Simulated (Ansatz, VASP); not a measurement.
**Al: VASP beside Ansatz**

```xyz
1
Lattice="0.0000 1.8952 2.1254 1.9913 0.0000 2.1254 1.9913 1.8952 0.0000" Properties=species:S:1:pos:R:3 pbc="T T T"
Al    0.0000    0.0000    0.0000
```

Alike in both runs: task single point; functional PBEsol; k mesh 16 × 16 × 16; occupations gaussian, width 0.1 eV; no spin polarisation.

```csv
,VASP,Ansatz
version,VASP 6.6.1,Ansatz 0.2.0
potentials or method,"VASP PAW PBE potentials, release 64 (Al)","scalar-relativistic, plane waves, PAW"
plane-wave cutoff (eV),520,420
valence electrons in the cell,3,3
```

|  | VASP | Ansatz | Ansatz less VASP |
| --- | --- | --- | --- |
| gap on the k mesh at the Fermi level (eV) | none | none | - |
| pressure (GPa) | 1.5 | 1.4 | -0.07 |
| largest component of the traceless stress (GPa) | 4.61 | 4.58 | -0.027 |

A gap of «none» marks a metal or a gap that the smearing closes. With one functional, cell and mesh, what is left measures potentials, basis and numerics.

Caveats: the PAW data sets were made with another functional, which shifts forces and pressure a little (VASP).
